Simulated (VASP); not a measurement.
# Cu (Fm-3m) in VASP: a series of runs, part 2 of 2

VASP 6.6.1. Earlier steps stand in the parts before.

### 3 Single point, PBE

File INCAR:

```
SYSTEM = Cu
  PREC = Accurate
  ENCUT = 400
  EDIFF = 1E-7
  ISMEAR = 1
  SIGMA = 0.1
  LREAL = .False.
  LASPH = .True.
  NELM = 100
  ALGO = Normal
  ISIF = 2
  LWAVE = .False.
  LCHARG = .False.
  GGA = PE
  NBANDS = 12
  ADDGRID = .False.
```

File KPOINTS:

```
regular mesh
0
Gamma
  16 16 16
  0 0 0
```

File POSCAR:

```
Cu
1.0
   -0.0335610000      1.7894160000      1.7776830000
    1.7981850000     -0.0227470000      1.7668690000
    1.8176490000      1.7980650000     -0.0422110000
Cu
1
Direct
    0.0167750000     -0.0332640000      0.0016970000
```

Potentials or basis: VASP PAW PBE potentials, release 64 (Cu).

Command:

```sh
> cat potpaw_PBE.64/Cu/POTCAR > POTCAR
> mpirun -np 1 vasp_std > vasp.out
```

It took 75 s on 1 thread of AMD EPYC 9R45 (Zen 5), shared host; peak memory 0.25 GiB.

These settings aren't checked as converged: the numbers below hold their error.

Results:

```yaml
Free_energy: -3.7236 eV
Pressure: 1.8 GPa
Band_gap_on_the_k_mesh: none (metal or under the smearing width)
```

### 4 Single point, PBE

Changes to INCAR since step 3:

```diff
@@ -2,3 +2,3 @@
   PREC = Accurate
-  ENCUT = 400
+  ENCUT = 900
   EDIFF = 1E-7
```

File KPOINTS:

```
regular mesh
0
Gamma
  11 11 11
  0 0 0
```

File POSCAR:

```
Cu
1.0
    0.0000000000      1.8075000000      1.8075000000
    1.8075000000      0.0000000000      1.8075000000
    1.8075000000      1.8075000000      0.0000000000
Cu
1
Direct
    0.0000000000      0.0000000000      0.0000000000
```

Potentials or basis: VASP PAW PBE potentials, release 64 (Cu).

Command:

```sh
> cat potpaw_PBE.64/Cu/POTCAR > POTCAR
> mpirun -np 1 vasp_std > vasp.out
```

OUTCAR:

```text
SYSTEM = Cu
   PREC = Accurate
   ENCUT = 900
   EDIFF = 1E-7
   ISMEAR = 1
   LREAL = .False.
   LASPH = .True.
   NELM = 100
   ISIF = 2
   GGA = PE

 Found     56 irreducible k-points:

 Following reciprocal coordinates:
            Coordinates               Weight
  0.000000  0.000000  0.000000      1.000000
  0.090909  0.000000  0.000000      8.000000
  0.181818  0.000000  0.000000      8.000000
  0.272727  0.000000  0.000000      8.000000
  0.363636  0.000000  0.000000      8.000000
  0.454545  0.000000  0.000000      8.000000
   k-points           NKPTS =     56   k-points in BZ     NKDIM =     56   number of bands    NBANDS=     12
   number of dos      NEDOS =    301   number of ions     NIONS =      1
   total plane-waves  NPLWV =  21952
   dimension x,y,z NGX =    28 NGY =   28 NGZ =   28
   dimension x,y,z NGXF=    56 NGYF=   56 NGZF=   56
   ions per type =               1
   NGX,Y,Z   is equivalent  to a cutoff of  18.21, 18.21, 18.21 a.u.
   NGXF,Y,Z  is equivalent  to a cutoff of  36.42, 36.42, 36.42 a.u.
 SYSTEM =  Cu
   PREC   = accura    normal or accurate (medium, high low for compatibility)
   ISTART =      0    job   : 0-new  1-cont  2-samecut
   ICHARG =      2    charge: 1-file 2-atom 10-const
   ISPIN  =      1    spin polarized calculation?
   LNONCOLLINEAR =      F non collinear calculations
   LSORBIT =      F    spin-orbit coupling
   LASPH  =      T    aspherical Exc in radial PAW
   ENCUT  =  900.0 eV  66.15 Ry    8.13 a.u.   6.25  6.25  6.25*2*pi/ulx,y,z
   NELM   =    100;   NELMIN=  2; NELMDL= -5     # of ELM steps
   EDIFF  = 0.1E-06   stopping-criterion for ELM
   LREAL  =      F    real-space projection
   EDIFFG = 0.1E-05   stopping-criterion for IOM
   NSW    =      0    number of steps for IOM
   IBRION =     -1    ionic relax: 0-MD 1-quasi-New 2-CG
   NFREE  =      0    steps in history (QN), initial steepest desc. (CG)
   ISIF   =      2    stress and relaxation
   ISYM   =      2    0-nonsym 1-usesym 2-fastsym
   POTIM  = 0.5000    time-step for ionic-motion
   TEBEG  =    0.0;   TEEND  =   0.0 temperature during run
   PSTRESS=    0.0 pullay stress
   NELECT =      11.0000    total number of electrons
   NUPDOWN=      -1.0000    fix difference up-down
   EMIN   =  10.00;   EMAX   =-10.00  energy-range for DOS
   EFERMI =   0.00;   METHOD = LEGACY
   ISMEAR =     1;   SIGMA  =   0.10  broadening in eV -4-tet -1-fermi 0-gaus
   EFERMI_NEDOS =   21; number of points for ismear=-14 and -15
   IALGO  =     38    algorithm
[... 17 lines left out ...]
 maximum number of plane-waves:       736
 NGX is ok and might be reduce to    28
   NGX = 13   NGY = 13   NGZ = 13

 number of electron      11.0000003 magnetization

 Free energy of the ion-electron system (eV)
  ---------------------------------------------------
  ext. energy  EPLUGINS =         0.00000000
  ---------------------------------------------------
  free energy    TOTEN  =        -3.73173360 eV

  energy without entropy =       -3.73228655  energy(sigma->0) =       -3.73191791

 E-fermi :   7.6301     XC(G=0): -12.7264

 val. band max:        7.5391955209   @ k =   0.4545   0.2727   0.0000
 cond. band min:       7.7817888970   @ k =   0.4545   0.3636   0.0000
 fundamental gap:      0.2425933760
 Fermi energy:         7.6300544968

 k-point     1 :       0.0000    0.0000    0.0000
  band No.  band energies     occupation
      1      -1.7663      2.00000
      2       4.5534      2.00000
      3       4.5534      2.00000
      4       4.5534      2.00000
      5       5.3751      2.00000
      6       5.3751      2.00000
      7      30.1787      0.00000
      8      32.8235      0.00000
      9      32.8235      0.00000
     10      32.8235      0.00000
     11      35.3145      0.00000
     12      35.3145      0.00000
[... 61 lines left out ...]
 k-point     6 :       0.4545    0.0000    0.0000
  band No.  band energies     occupation
      1       2.4622      2.00000
      2       4.5300      2.00000
      3       4.5300      2.00000
      4       5.9200      2.00000
      5       5.9200      2.00000
      6       6.2159      2.00000
      7      11.8939      0.00000
      8      28.7294      0.00000
      9      29.6712      0.00000
     10      29.6712      0.00000
     11      32.7893      0.00000
     12      32.7893      0.00000

 [... further k-points ...]

------------------------ aborting loop because EDIFF is reached ----------------------------------------

  FORCE on cell =-STRESS in cart. coord.  units (eV):
  Direction    XX          YY          ZZ          XY          YZ          ZX
  --------------------------------------------------------------------------------------
  -------------------------------------------------------------------------------------
  Total        0.1551935      0.1551935      0.1551935      0.0000000      0.0000000     -0.0000000
  in kB       21.0532576     21.0532576     21.0532576      0.0000000      0.0000000     -0.0000000
  external PRESSURE =      21.0532576 kB  Pullay stress =       0.0000000 kB

 VOLUME and BASIS-vectors are now :
 -----------------------------------------------------------------------------
  energy-cutoff  :      900.00
  volume of cell :       11.81
      direct lattice vectors                 reciprocal lattice vectors
     0.000000000  1.807500000  1.807500000    -0.276625173  0.276625173  0.276625173
     1.807500000  0.000000000  1.807500000     0.276625173 -0.276625173  0.276625173
     1.807500000  1.807500000  0.000000000     0.276625173  0.276625173 -0.276625173

 POSITION                                       TOTAL-FORCE (eV/Angst)
 -----------------------------------------------------------------------------------
      0.00000      0.00000      0.00000         0.000000      0.000000     -0.000000
 -----------------------------------------------------------------------------------
    total drift:                               -0.000000     -0.000000     -0.000000

  FREE ENERGIE OF THE ION-ELECTRON SYSTEM (eV)
  ---------------------------------------------------
  free  energy   TOTEN  =        -3.7317335976 eV

  energy  without entropy=       -3.7322865459  energy(sigma->0) =       -3.73191791
```

Wall time 11 s (1 thread of AMD EPYC 9R45 (Zen 5), shared host); peak memory 0.13 GiB.

These settings aren't checked as converged: the numbers below hold their error.

What came out:

- Free energy: -3.7317 eV
- Pressure: 2.1 GPa
- Band gap on the k mesh: none (metal or under the smearing width)

### 5 Single point, PBE

INCAR is that of step 4.

KPOINTS is that of step 4.

File POSCAR:

```
Cu
1.0
   -0.0335610000      1.7894160000      1.7776830000
    1.7981850000     -0.0227470000      1.7668690000
    1.8176490000      1.7980650000     -0.0422110000
Cu
1
Direct
    0.0167750000     -0.0332640000      0.0016970000
```

Potentials or basis: VASP PAW PBE potentials, release 64 (Cu).

Command:

```sh
> cat potpaw_PBE.64/Cu/POTCAR > POTCAR
> mpirun -np 1 vasp_std > vasp.out
```

OUTCAR:

```text
SYSTEM = Cu
   PREC = Accurate
   ENCUT = 900
   EDIFF = 1E-7
   ISMEAR = 1
   LREAL = .False.
   LASPH = .True.
   NELM = 100
   ISIF = 2
   GGA = PE

 Found    666 irreducible k-points:

 Following reciprocal coordinates:
            Coordinates               Weight
  0.000000  0.000000  0.000000      1.000000
  0.090909 -0.000000 -0.000000      2.000000
  0.181818 -0.000000 -0.000000      2.000000
  0.272727 -0.000000 -0.000000      2.000000
  0.363636 -0.000000 -0.000000      2.000000
  0.454545  0.000000 -0.000000      2.000000
[... 166 lines left out ...]

------------------------ aborting loop because EDIFF is reached ----------------------------------------

  FORCE on cell =-STRESS in cart. coord.  units (eV):
  Direction    XX          YY          ZZ          XY          YZ          ZX
  --------------------------------------------------------------------------------------
  -------------------------------------------------------------------------------------
  Total        0.1653737      0.1463341      0.2005230      0.0380970      0.1239906      0.2113553
  in kB       22.4342757     19.8514093     27.2025760      5.1681675     16.8203343     28.6720560
  external PRESSURE =      23.1627537 kB  Pullay stress =       0.0000000 kB

 VOLUME and BASIS-vectors are now :
 -----------------------------------------------------------------------------
  energy-cutoff  :      900.00
  volume of cell :       11.81
      direct lattice vectors                 reciprocal lattice vectors
    -0.033561000  1.789416000  1.777683000    -0.268914128  0.278352052  0.277263920
     1.798185000 -0.022747000  1.766869000     0.277037260 -0.273469598  0.280504747
     1.817649000  1.798065000 -0.042211000     0.271125354  0.275680674 -0.272381618

 POSITION                                       TOTAL-FORCE (eV/Angst)
 -----------------------------------------------------------------------------------
      1.74089      0.01108      1.73784         0.000000      0.000000      0.000000
 -----------------------------------------------------------------------------------
    total drift:                                0.000008      0.000001     -0.000009

  FREE ENERGIE OF THE ION-ELECTRON SYSTEM (eV)
  ---------------------------------------------------
  free  energy   TOTEN  =        -3.7268604225 eV

  energy  without entropy=       -3.7269166361  energy(sigma->0) =       -3.72687916
```

stdout:

```text
POSCAR found type information on POSCAR Cu
 POSCAR found :  1 types and       1 ions
 scaLAPACK will be used
 LDA part: xc-table for (Slater+PW92), standard interpolation
 POSCAR, INCAR and KPOINTS ok, starting setup
 FFT: planning ... GRIDC
 FFT: planning ... GRID_SOFT
 FFT: planning ... GRID
 WAVECAR not read
 entering main loop
```

It took 1.9 min on 1 thread of AMD EPYC 9R45 (Zen 5), shared host; peak memory 0.3 GiB.

These settings aren't checked as converged: the numbers below hold their error.

What came out:

```
Free energy            : -3.7269 eV
Pressure               : 2.3 GPa
Band gap on the k mesh : none (metal or under the smearing width)
```

### 6 For comparison

An earlier run on the cell as given: functional PBE; potentials or basis VASP PAW PBE potentials, release 64 (Cu); cutoff 520 eV; k mesh 13 × 13 × 13; occupations fermi-dirac, width 0.05 eV; no spin polarisation.

- Pressure: 2.2 GPa
- Band gap on the k mesh: none (metal or under the smearing width)
